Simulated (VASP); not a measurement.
# Hf (Fm-3m) in VASP: settings compared, part 2 of 2

VASP 6.6.1.

### 4 Relaxation of cell and atoms, PBEsol

INCAR

```
SYSTEM = Hf
PREC = Accurate
ENCUT = 300
EDIFF = 1E-7
ISMEAR = 0
SIGMA = 0.1
LREAL = .FALSE.
LASPH = .TRUE.
NELM = 100
ALGO = Normal
ISIF = 3
LWAVE = .FALSE.
LCHARG = .FALSE.
GGA = PS
IBRION = 2
NSW = 90
EDIFFG = -0.005
```

KPOINTS

```
Automatic mesh
0
G
  16 16 16
  0 0 0
```

POSCAR

```
Hf
1.0
    0.0000000000      2.2352673600      2.2352673600
    2.2352673600      0.0000000000      2.2352673600
    2.2352673600      2.2352673600      0.0000000000
Hf
1
Direct
    0.0000000000      0.0000000000      0.0000000000
```

Potentials or basis: VASP PAW PBE potentials, release 64 (Hf_pv).

Run with:

```
> cat potpaw_PBE.64/Hf_pv/POTCAR > POTCAR
> mpirun -np 1 vasp_std > vasp.out
```

OUTCAR:

```text
SYSTEM = Hf
   PREC = Accurate
   ENCUT = 300
   EDIFF = 1E-7
   ISMEAR = 0
   LREAL = .FALSE.
   LASPH = .TRUE.
   NELM = 100
   ISIF = 3
   GGA = PS
   IBRION = 2
   NSW = 90
   EDIFFG = -0.005

 ion  position               nearest neighbor table
   1  0.000  0.000  0.000-

  LATTYP: Found a face centered cubic cell.
 ALAT       =     4.4705347200

  Lattice vectors:

 A1 = (   0.0000000000,   2.2352673600,   2.2352673600)
 A2 = (   2.2352673600,   0.0000000000,   2.2352673600)
 A3 = (   2.2352673600,   2.2352673600,   0.0000000000)

Analysis of symmetry for initial positions (statically):
=====================================================================
 Subroutine PRICEL returns:
 Original cell was already a primitive cell.

 Routine SETGRP: Setting up the symmetry group for a
 face centered cubic supercell.

 Subroutine GETGRP returns: Found 48 space group operations
 (whereof 48 operations were pure point group operations)
 out of a pool of 48 trial point group operations.

The static configuration has the point symmetry O_h .

Analysis of symmetry for dynamics (positions and initial velocities):
=====================================================================
 Subroutine PRICEL returns:
 Original cell was already a primitive cell.

 Routine SETGRP: Setting up the symmetry group for a
 face centered cubic supercell.

 Subroutine GETGRP returns: Found 48 space group operations
 (whereof 48 operations were pure point group operations)
 out of a pool of 48 trial point group operations.

The dynamic configuration has the point symmetry O_h .

 Subroutine INISYM returns: Found 48 space group operations
 (whereof 48 operations are pure point group operations),
 and found     1 'primitive' translations
[... 126 lines left out ...]
 Gauss-broadening in eV      SIGMA  =   0.10
  energy-cutoff  :      300.00
  volume of cell :       22.34
 maximum number of plane-waves:       274
 NGX is ok and might be reduce to    18
   NGX =  9   NGY =  9   NGZ =  9

--------------------------------------- Ionic step        1  -------------------------------------------

 number of electron      10.0000005 magnetization

 Free energy of the ion-electron system (eV)
  ---------------------------------------------------
  ext. energy  EPLUGINS =         0.00000000
  ---------------------------------------------------
  free energy    TOTEN  =       -10.42313801 eV

  energy without entropy =      -10.41365717  energy(sigma->0) =      -10.41839759

------------------------ aborting loop because EDIFF is reached ----------------------------------------

  FORCE on cell =-STRESS in cart. coord.  units (eV):
  Direction    XX          YY          ZZ          XY          YZ          ZX
  --------------------------------------------------------------------------------------
  -------------------------------------------------------------------------------------
  Total       -0.6005288     -0.6005288     -0.6005288      0.0000000     -0.0000000      0.0000000
  in kB      -43.0750671    -43.0750671    -43.0750671      0.0000000     -0.0000000      0.0000000
  external PRESSURE =     -43.0750671 kB  Pullay stress =       0.0000000 kB
[... 162 lines left out ...]
--------------------------------------- Ionic step        6  -------------------------------------------

 number of electron       9.9999998 magnetization

 Free energy of the ion-electron system (eV)
  ---------------------------------------------------
  ext. energy  EPLUGINS =         0.00000000
  ---------------------------------------------------
  free energy    TOTEN  =       -10.43582987 eV

  energy without entropy =      -10.42711116  energy(sigma->0) =      -10.43147052

 E-fermi :   4.8877     XC(G=0): -11.5934

 val. band max:        4.8793264694   @ k =   0.3125   0.0000   0.0000
 cond. band min:       4.8974318852   @ k =  -0.3125   0.3125   0.0625
 fundamental gap:      0.0181054158
 Fermi energy:         4.8877149080

 k-point     1 :       0.0000    0.0000    0.0000
  band No.  band energies     occupation
      1     -24.9162      2.00000
      2     -24.9162      2.00000
      3     -24.9162      2.00000
      4      -2.4804      2.00000
      5       6.2929      0.00000
      6       6.2929      0.00000
      7       6.2929      0.00000
      8       9.2372      0.00000
      9       9.2372      0.00000
[... 265 lines left out ...]
 k-point    24 :      -0.0625    0.0625    0.0000
  band No.  band energies     occupation
      1     -25.0095      2.00000
      2     -24.9432      2.00000
      3     -24.9229      2.00000
      4      -2.0999      2.00000
      5       5.9113      0.00000
      6       6.4683      0.00000
      7       6.4861      0.00000
      8       8.8681      0.00000
      9       9.2220      0.00000

 [... further k-points ...]

------------------------ aborting loop because EDIFF is reached ----------------------------------------

  FORCE on cell =-STRESS in cart. coord.  units (eV):
  Direction    XX          YY          ZZ          XY          YZ          ZX
  --------------------------------------------------------------------------------------
  -------------------------------------------------------------------------------------
  Total        0.0000052      0.0000052      0.0000052      0.0000000      0.0000000      0.0000000
  in kB        0.0003924      0.0003924      0.0003924      0.0000000      0.0000000      0.0000000
  external PRESSURE =       0.0003924 kB  Pullay stress =       0.0000000 kB
[... 16 lines left out ...]
  FREE ENERGIE OF THE ION-ELECTRON SYSTEM (eV)
  ---------------------------------------------------
  free  energy   TOTEN  =       -10.4358298655 eV

  energy  without entropy=      -10.4271111648  energy(sigma->0) =      -10.43147052

 reached required accuracy - stopping structural energy minimisation
```

OSZICAR:

```text
N       E                     dE             d eps       ncg     rms          rms(c)
DAV:   1     0.136131241444E+01    0.13613E+01   -0.45953E+03  2650   0.671E+02
DAV:   2    -0.106056888679E+02   -0.11967E+02   -0.11514E+02  3524   0.996E+01
[... 44 lines left out ...]
   5 F= -.10435829E+02 E0= -.10431466E+02  d E =-.563059E-06
       N       E                     dE             d eps       ncg     rms          rms(c)
DAV:   1    -0.104358367673E+02   -0.79575E-05   -0.17635E-04  2612   0.122E-01    0.221E-02
DAV:   2    -0.104358313223E+02    0.54451E-05   -0.68610E-06  2621   0.246E-02    0.886E-03
DAV:   3    -0.104358298208E+02    0.15015E-05   -0.50177E-06  2742   0.190E-02    0.547E-03
DAV:   4    -0.104358298655E+02   -0.44707E-07   -0.34396E-08  1548   0.203E-03
   6 F= -.10435830E+02 E0= -.10431471E+02  d E =-.162609E-05
```

CONTCAR:

```text
Hf
   1.00000000000000
    -0.0000000000000000    2.2043342582591503    2.2043342582591503
     2.2043342582591503    0.0000000000000000    2.2043342582591503
     2.2043342582591503    2.2043342582591503    0.0000000000000000
  Hf
     1
Direct
     0.0000000000000000    1.0000000000000000    0.0000000000000000

  0.00000000E+00  0.00000000E+00  0.00000000E+00
```

It took 27 s on 1 thread of Intel Xeon 6975P-C (Granite Rapids), shared host; peak memory 0.13 GiB.

Results:

```
Free energy                            : -10.4358 eV
Relaxed volume                         : 21.42 Å³/atom
Relaxed cell                           : a = 3.117 Å, b = 3.117 Å, c = 3.117 Å, α = 60.00°, β = 60.00°, γ = 60.00°
Space group after relaxing (to 0.05 Å) : Fm-3m (No. 225)
Energy gained by relaxing              : 12.7 meV/atom
Ionic steps                            : 6
Pressure after relaxing                : 0.0 GPa
Band gap on the k mesh                 : none (metal or under the smearing width)
```

The path:
```csv
step,energy change (eV),largest force (eV/Å),pressure (GPa),volume (Å³)
1,0.0000,0.0000,-4.31,22.34
2,0.0037,0.0000,5.61,20.45
3,-0.0127,0.0000,-0.04,21.43
4,-0.0127,0.0000,0.05,21.41
5,-0.0127,0.0000,-0.04,21.43
6,-0.0127,0.0000,0.00,21.42
```

Final structure:
```
Hf
1.0
     0.00000    2.20433    2.20433
     2.20433    0.00000    2.20433
     2.20433    2.20433    0.00000
Hf
1
Direct
  0.00000 0.00000 0.00000
```

Caveat: the PAW data sets were made with another functional, which shifts forces and pressure a little. The run has no spin-orbit coupling, so splittings on Hf are missing.

### 5 Relaxation of cell and atoms, PBEsol

Edit INCAR of step 4 so:

```diff
@@ -2,3 +2,3 @@
 PREC = Accurate
-ENCUT = 300
+ENCUT = 600
 EDIFF = 1E-7
```

KPOINTS

```
Automatic mesh
0
G
  6 6 6
  0 0 0
```

POSCAR is that of step 4.

Run with:

```
> cat potpaw_PBE.64/Hf_pv/POTCAR > POTCAR
> mpirun -np 1 vasp_std > vasp.out
```

It took 13 s on 1 thread of Intel Xeon 6975P-C (Granite Rapids), shared host; peak memory 0.16 GiB.

It converged, with:

```yaml
Free_energy: -10.4411 eV
Relaxed_volume: 21.46 Å³/atom
Relaxed_cell: a = 3.119 Å, b = 3.119 Å, c = 3.119 Å, α = 60.00°, β = 60.00°, γ = 60.00°
Space_group_after_relaxing_to_0.05_Å: Fm-3m (No. 225)
Energy_gained_by_relaxing: 11.4 meV/atom
Ionic_steps: 3
Pressure_after_relaxing: 0.0 GPa
Band_gap_on_the_k_mesh: none (metal or under the smearing width)
```

The path:
```csv
step,energy change (eV),largest force (eV/Å),pressure (GPa),volume (Å³)
1,0.0000,0.0000,-4.04,22.34
2,0.0018,0.0000,4.90,20.57
3,-0.0114,0.0000,-0.03,21.46
```

Final structure:
```
Hf
1.0
     0.00000    2.20579    2.20579
     2.20579    0.00000    2.20579
     2.20579    2.20579    0.00000
Hf
1
Direct
  0.00000 0.00000 0.00000
```

Levels at points of the mesh, in eV from the Fermi level:
```tsv
k point	band 1	band 2	band 3	band 4	band 5	band 6	band 7	band 8	band 9
(0.00, 0.00, 0.00)	-29.76	-29.76	-29.76	-7.29	1.46	1.46	1.46	4.40	4.40
(0.50, 0.00, 0.00)	-30.70	-29.89	-29.89	-3.71	0.82	1.22	1.22	6.65	6.65
(0.50, 0.50, 0.00)	-30.64	-30.10	-30.10	-3.36	-2.23	2.82	6.66	7.32	7.32
```

Caveat: the k mesh is coarse (spacing up to 0.41 Å⁻¹), so the values aren't converged; the PAW data sets were made with another functional, which shifts forces and pressure a little. Spin-orbit coupling is left out, which matters for the levels of Hf.

### 6 Single point, PBEsol

INCAR

```
SYSTEM = Hf
ALGO = Normal ; EDIFF = 1E-6
ENCUT = 520 ; GGA = PS
ISIF = 2 ; ISMEAR = 0
LASPH = .True. ; LCHARG = .False.
LREAL = .False. ; LWAVE = .False.
NELM = 100 ; PREC = Accurate
SIGMA = 0.1
```

KPOINTS

```
k-points
0
Gamma
  16 16 16
  0 0 0
```

POSCAR is that of step 5.

Potentials or basis: VASP PAW PBE potentials, release 64 (Hf_pv).

Run with:

```
> cat potpaw_PBE.64/Hf_pv/POTCAR > POTCAR
> mpirun -np 1 vasp_std > vasp.out
```

It took 11 s on 1 thread of Intel Xeon 6975P-C (Granite Rapids), shared host; peak memory 0.16 GiB.

Results (log left out):

```
Free energy            : -10.4252 eV
Pressure               : -4.0 GPa
Band gap on the k mesh : none (metal or under the smearing width)
```

Levels at points of the mesh, in eV from the Fermi level:
```tsv
k point	band 1	band 2	band 3	band 4	band 5	band 6	band 7	band 8	band 9
(0.00, 0.00, 0.00)	-29.96	-29.96	-29.96	-7.22	1.39	1.39	1.39	4.18	4.18
(0.50, 0.00, 0.00)	-30.78	-30.07	-30.07	-3.65	0.61	1.17	1.17	6.31	6.31
(0.50, 0.50, 0.00)	-30.73	-30.25	-30.25	-3.26	-2.13	2.55	6.32	6.95	6.95
```

Caveat: the PAW data sets were made with another functional, which shifts forces and pressure a little.

### 7 Overview

| task | level | cell | k mesh | cutoff (eV) | mesh quality | gap on the mesh (eV) | pressure (GPa) | relaxed volume (Å³/atom) |
| --- | --- | --- | --- | --- | --- | --- | --- | --- |
| relaxation of cell and atoms | PBE | relaxed | 16 × 16 × 16 | 600 | not flagged | none | 0.0 | 22.46 |
| relaxation of cell and atoms | PBE+D3(BJ) | relaxed | 16 × 16 × 16 | 600 | not flagged | none | 0.0 | 21.72 |
| relaxation of cell and atoms | PBEsol | relaxed | 16 × 16 × 16 | 300 | not flagged | none | 0.0 | 21.42 |
| relaxation of cell and atoms | PBEsol | relaxed | 6 × 6 × 6 | 600 | coarse | none | 0.0 | 21.46 |
| single point | PBEsol | as given | 16 × 16 × 16 | 520 | not flagged | none | -4.0 | - |

Alike in all rows: potentials or basis VASP PAW PBE potentials, release 64 (Hf_pv); no spin polarisation; smearing gaussian 0.1 eV.

Caveats: some runs use coarse meshes; the PAW data sets were made with another functional, which shifts forces and pressure a little (some runs); pairwise dispersion overbinds metals, which lowers pressure and volume (some runs).

Absolute energies hang on the potentials; compare differences alone.
